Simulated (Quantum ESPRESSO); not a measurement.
# Na in Quantum ESPRESSO: the effect of target pressure

The system is Na.

```
Na
1.0
    -2.14100    2.14100    2.14100
     2.14100   -2.14100    2.14100
     2.14100    2.14100   -2.14100
Na
1
Direct
  0.00000 0.00000 0.00000
```

Alike in all runs:

```yaml
Program: Quantum ESPRESSO 7.5
Task: relaxation of cell and atoms
Functional: PBEsol
Potentials_or_basis: SSSP 1.3 efficiency PBE
Cutoff: 857 eV
Density_cutoff: 6884 eV
k_mesh: 9 × 9 × 9
Occupations: fermi-dirac, width 0.05 eV
Spin: no spin polarisation
```

Each run relaxes the cell or the atoms first.

```csv
target pressure,relaxed volume (Å³/atom)
0 GPa,36.10
2 GPa,30.18
5 GPa,25.84
10 GPa,21.98
20 GPa,?
30 GPa,15.99
```

What does the run with target pressure 20 GPa give?

Relaxed volume 18.11 Å³/atom.

Worked out: A parabola through the other rows of the relaxed volume, of slope -0.245 Å³/atom per GPa there, gives 14.74 Å³/atom, against the run's 18.11. The fit is too stiff a form for this range.

Caveats: the potentials were made for another functional, which shifts forces and pressure; the volume moved by over 15 % at a fixed basis, so the end points are rough (some runs).
